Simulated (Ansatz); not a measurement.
Input and command of a calculation in Ansatz (plane waves; scalar-relativistic PAW potentials unless the input names others):

```yaml
crystal:
  lattice:
    - [4.2938278567, 0.1612970691, -0.0859811717]
    - [0.1612970691, 4.5125334913, 0.052192181]
    - [-0.2205181762, 0.1338586616, 10.4293884893]
  atoms:
    - { symbol: Sn, position: [0.5038644503, -0.0310417462, 0.3631275722] }
    - { symbol: Sn, position: [0.0029335918, 0.5285407104, 0.6288109073] }
    - { symbol: Se, position: [0.5120849813, 0.0297575467, 0.6147584818] }
    - { symbol: Se, position: [-0.0188830234, 0.472743489, 0.3933030388] }
basis:
  ecutwfc: "30 meV"
kpoints:
  mp_grid: { grid: [6, 6, 4] }
hamiltonian:
  xc: r2scan
scf:
  occupations: { method: gaussian, width: 0.05 }
  max_iter: 80
output:
  forces: true
  eigenvalues: true
  stress: true
```

```bash
ansatz run input.yaml --threads 1 --pin off --max-ram 2560MiB --backend cpu --events-out ev --progress --plain --runs-dir out
```

Problem. What will the program do with this input?

Solution. The program refuses it, because of a cutoff in the wrong unit (basis.ecutwfc: 520.0 → "30 meV"). With the sound run's settings it is accepted.

Abridged log:
```
Error: inconsistent input (basis.ecutwfc, kpoints): the smallest per-k basis holds n_pw = 0 plane waves (k-point 1, counted from 0 among those solved) but the deck needs at least 31 band(s) per channel, and no run solves more bands than the smallest per-k basis has plane waves; raise basis.ecutwfc until the smallest per-k basis, which caps the automatic band count, holds at least 31 plane waves
```